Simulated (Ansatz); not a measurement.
Density of states of Ti3C2 (P6_3/mmc, a = 3.042 Å, b = 3.042 Å, c = 14.985 Å, α = 90.00°, β = 90.00°, γ = 120.00°), in states per eV and primitive cell, averaged over bins of 0.4 eV. Method: DFT PBEsol, scalar-relativistic, plane waves, PAW in Ansatz.

Plane waves to 420 eV, a k mesh through Γ of 12×12×4 on the computed 10-atom cell and Gaussian smearing (0.10 eV); no spin polarisation.

The cell is relaxed at this level. The states (both spins) are summed by tetrahedra on a 18×18×6 mesh at the self-consistent density. Energies are bin centres; the table starts no lower than −8 eV and ends at 6 eV, or lower where the solved bands end.

It is a metal at this level.

```
E − E_F (eV) total Ti 3d C 2p Ti 4s C 2s
       -5.85   0.52   0.15  0.23   0.11  0.00
       -5.45   2.69   0.85  1.26   0.38  0.03
       -5.05   4.37   1.44  2.11   0.52  0.08
       -4.65   2.42   0.81  1.17   0.26  0.07
       -4.25   8.16   2.22  4.51   0.89  0.11
       -3.85   3.95   1.38  1.94   0.36  0.10
       -3.45   8.16   3.27  4.26   0.25  0.09
       -3.05  16.22   7.43  8.18   0.20  0.08
       -2.65   8.28   3.81  4.05   0.12  0.09
       -2.25   3.78   1.92  1.72   0.06  0.02
       -1.85   2.99   1.70  0.93   0.27  0.03
       -1.45   5.53   3.68  0.65   0.87  0.06
       -1.05   6.83   5.36  0.43   0.45  0.09
       -0.65   3.89   3.50  0.24   0.05  0.01
       -0.25   1.78   1.63  0.09   0.03  0.00
        0.15   5.99   5.38  0.29   0.16  0.03
        0.55   9.31   8.16  0.50   0.38  0.05
        0.95   5.63   5.04  0.30   0.16  0.02
        1.35   8.91   8.17  0.40   0.14  0.03
        1.75   7.68   6.91  0.42   0.12  0.06
        2.15   6.37   5.74  0.33   0.09  0.07
        2.55  13.21  11.81  0.92   0.14  0.12
        2.95  15.81  14.31  0.90   0.23  0.19
        3.35   7.85   6.64  0.80   0.13  0.13
        3.75   8.63   5.87  2.17   0.21  0.14
        4.15   5.13   3.17  1.50   0.16  0.11
        4.55   7.26   4.37  1.94   0.34  0.30
        4.95   7.95   4.58  2.15   0.33  0.56
```

The columns after the total are the main Löwdin projections on the occupied valence shells of the potentials; 2 others are left out. The rest of the total lies in those, in shells that are empty in the free atom, which aren't projected, and between the atoms.

Whether Ti3C2 exists in this form wasn't checked.